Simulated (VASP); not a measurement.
The system is MgZn2O3.

```
CELL_PARAMETERS angstrom
4.30015 0.00000 0.00000
-2.15008 3.72404 0.00000
0.00000 0.00000 4.78596
ATOMIC_POSITIONS crystal
Mg 0.00000 0.00000 0.00000
Zn 0.66667 0.33333 0.27581
Zn 0.66667 0.33333 0.72419
O 0.50390 0.49610 0.50000
O 0.50390 0.00779 0.50000
O 0.99221 0.49610 0.50000
```

The cell was built by a generator and needn't be a form met in nature.

```yaml
Program: VASP 6.6.1
Task: relaxation of cell and atoms
Functional: PBE
Potentials_or_basis: VASP PAW PBE potentials, release 64 (Mg, Zn, O)
Cutoff: 520 eV
k_mesh: 4 × 4 × 3
Occupations: gaussian, width 0.15 eV
Spin: no spin polarisation
```

At the start: pressure 72.8 GPa; volume 12.77 Å³/atom.

How do energy, volume and symmetry change on relaxing?

Over 23 steps the energy falls by 1343.4 meV/atom and the volume is 15.90 Å³/atom (+24.5 %); space group P-6m2 (No. 187, to 0.05 Å).

The path:
```csv
step,energy change (eV),largest force (eV/Å),pressure (GPa),volume (Å³)
1,0.0000,20.2517,72.82,76.64
2,189.8737,846.4642,281.77,160.61
3,53.6151,2.4878,49.64,80.87
4,6.1873,6.8168,40.79,81.34
5,-4.4211,4.3461,-17.23,135.66
6,-5.2853,4.4200,-15.48,127.29
7,-6.6686,4.4558,-10.80,111.18
8,-7.4636,4.1310,-0.40,92.41
9,-7.9559,0.6950,4.08,91.43
10,-7.9750,0.1115,2.24,91.60
11,-7.9749,0.1398,3.40,91.58
12,-8.0337,0.0461,0.33,94.39
13,-8.0437,0.0705,0.07,95.69
14,-8.0336,0.1413,-2.24,98.33
15,-8.0445,0.0735,-1.58,96.70
16,-8.0449,0.0536,-0.98,96.31
17,-8.0571,0.1291,-0.10,95.83
18,-8.0594,0.1721,-0.17,95.53
19,-8.0593,0.1825,-0.08,95.48
20,-8.0589,0.1943,0.67,95.38
21,-8.0593,0.1844,0.02,95.45
22,-8.0600,0.1077,0.25,95.33
23,-8.0605,0.0334,0.46,95.38
```

Final structure:
```
CELL_PARAMETERS angstrom
4.74016 0.00000 0.00000
-2.37008 4.10510 0.00000
0.00000 0.00000 4.90177
ATOMIC_POSITIONS crystal
Mg 0.00000 0.00000 0.00000
Zn 0.66667 0.33333 0.23678
Zn 0.66667 0.33333 0.76322
O 0.48721 0.51279 0.50000
O 0.48721 0.97442 0.50000
O 0.02558 0.51279 0.50000
```

Caveat: the k mesh is coarse (spacing up to 0.44 Å⁻¹), so the values aren't converged; the volume moved by over 15 % at a fixed basis, so the end points are rough.
